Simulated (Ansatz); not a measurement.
**GeTe: tensor shear ε_xz = +1.65 %**

Take GeTe (space group R3m, No. 160; layered) as the base.

```
CELL_PARAMETERS angstrom
      2.09351     1.20869     3.68680
     -2.09351     1.20869     3.68680
      0.00000    -2.41737     3.68680
ATOMIC_POSITIONS crystal
  Ge 0.23184 0.23184 0.23184
  Te 0.76816 0.76816 0.76816
```

Cartesian axes are those of the cell as printed.

Perturbation: tensor shear ε_xz = +1.65 % (engineering shear γ = 0.0330), atoms relaxed at fixed cell.

The values are results of r2SCAN in Ansatz (plane waves to 500 eV, PAW, no spin-orbit coupling), not measurements. k-mesh 10×10×10 (Γ-centred); smearing 0.05 eV (Fermi–Dirac).

The volume per atom hardly moves (27.99 Å³ against 27.98 Å³) and the space group becomes P1 (No. 1) (base: R3m (No. 160)). The shortest interatomic distance falls by 0.0134 Å (2.815 Å → 2.801 Å) and the energy rises by 2.6 meV/atom. The pressure (mean of the normal stresses, compression positive) goes from zero to 0.11 GPa and the band gap shrinks by 0.15 eV (0.64 eV → 0.49 eV) (an upper bound: an edge found on the path is not a true extremum; the base alone). The largest internal atomic displacement amounts to 0.033 Å and the stress (xx, yy, zz, yz, xz, xy; compression positive) amounts to (0.22, 0.02, 0.08, -0.05, -0.90, 0.57) GPa.

Final structure:

```xyz
2
Lattice="2.1543 1.2087 3.7213 -2.0327 1.2087 3.6523 0.0608 -2.4174 3.6868" Properties=species:S:1:pos:R:3 pbc="T T T"
Ge     0.0088    -0.0008     2.5641
Te     0.1737     0.0008     8.4962
```

Cost of the whole job for the changed cell (relaxation, final SCF and bands): roughly 12 core-minutes.

With Te present, leaving out spin-orbit coupling can change the band edges. The cells carry an imposed strain or load. Stability against distortions was not tested. No dispersion term is included, though the crystal is made of layers, chains or molecules, so its spacings can come out too wide.

Ansatz is an electronic-structure program.
